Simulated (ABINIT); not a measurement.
The system is S.

```
S
1.0
     5.40900    3.12289    1.42667
    -5.40900    3.12289    1.42667
     0.00000   -6.24578    1.42667
S
6
Direct
  0.85170 0.08270 0.74910
  0.08270 0.74910 0.85170
  0.74910 0.85170 0.08270
  0.14830 0.91730 0.25090
  0.91730 0.25090 0.14830
  0.25090 0.14830 0.91730
```

This isn't the form of S at room conditions, which is orthorhombic, of S8 rings.

```yaml
Program: ABINIT 10.8.3 (patched build)
Task: single point
Functional: PBE
Potentials_or_basis: JTH PAW PBE v2.0
Cutoff: 544 eV
k_mesh: 7 × 7 × 7
Occupations: fermi-dirac, width 0.05 eV
Spin: no spin polarisation
```

On this cell: pressure 2.6 GPa; largest force 0.380 eV/Å; band gap on the k mesh 2.13 eV, indirect (least direct gap 2.21 eV).

The same run follows on a disturbed copy (atoms moved at random, drawn with an rms of 0.05 Å):

```xyz
6
Lattice="5.4090 3.1229 1.4267 -5.4090 3.1229 1.4267 0.0000 -6.2458 1.4267" Properties=species:S:1:pos:R:3 pbc="T T T"
S     4.1652   -1.7091    2.3801
S    -3.6182   -2.7185    2.3669
S    -0.5609    4.4962    2.4142
S    -4.1575    1.7782    1.8294
S     3.6333    2.7410    1.8851
S     0.5368   -4.4766    1.8945
```

**Question.** What changes?

**Answer.** The energy moves by +6.0 meV/atom; pressure 2.9 GPa; largest force 0.799 eV/Å; band gap on the k mesh 2.10 eV, indirect (least direct gap 2.19 eV).

Forces in eV/Å, atoms in the order of the input:
```
S   -0.291 -0.077  0.116
S    0.298  0.409 -0.067
S   -0.335 -0.423 -0.390
S    0.541 -0.421  0.410
S   -0.567  0.206  0.043
S    0.355  0.307 -0.111
```

Stress tensor (GPa, compression positive):
```
4.08 0.36 0.29
0.36 2.83 0.10
0.29 0.10 1.71
```

Caveats: an odd mesh through Γ misses points on the zone boundary, where band edges often lie.
